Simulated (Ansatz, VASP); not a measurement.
**One calculation of InSb2As3, two programs**

```
In Sb As
1.0
     7.16579    0.00000    0.00000
    -3.58289    6.20575    0.00000
     0.00000    0.00000    3.91119
In Sb As
1 2 3
Direct
  0.00000 0.00000 0.50000
  0.33333 0.66667 0.00000
  0.66667 0.33333 0.00000
  0.50000 0.00000 0.50000
  0.00000 0.50000 0.50000
  0.50000 0.50000 0.50000
```

Alike in both runs: functional PBE; k mesh 6 × 6 × 10; occupations gaussian, width 0.1 eV; no spin polarisation.

Ansatz relaxed the structure, and its values are those at the end. VASP's run is a single point on that final structure, the one shown.

|  | VASP | Ansatz |
| --- | --- | --- |
| version | VASP 6.6.1 | Ansatz 0.2.0 |
| potentials or method | VASP PAW PBE potentials, release 64 (In_d, Sb, As) | scalar-relativistic, plane waves, PAW |
| plane-wave cutoff (eV) | 520 | 420 |
| valence electrons in the cell | 38 | 88 |

|  | VASP | Ansatz | Ansatz less VASP |
| --- | --- | --- | --- |
| gap on the k mesh at the Fermi level (eV) | none | none | - |
| pressure (GPa) | 0.0 | 0.0 | -0.01 |

A gap of «none» marks a metal or a gap that the smearing closes. With one functional, cell and mesh, what is left measures potentials, basis and numerics. The two sets of potentials don't hold the same shells in valence.

The runs have no spin-orbit coupling, so splittings on Sb are missing.
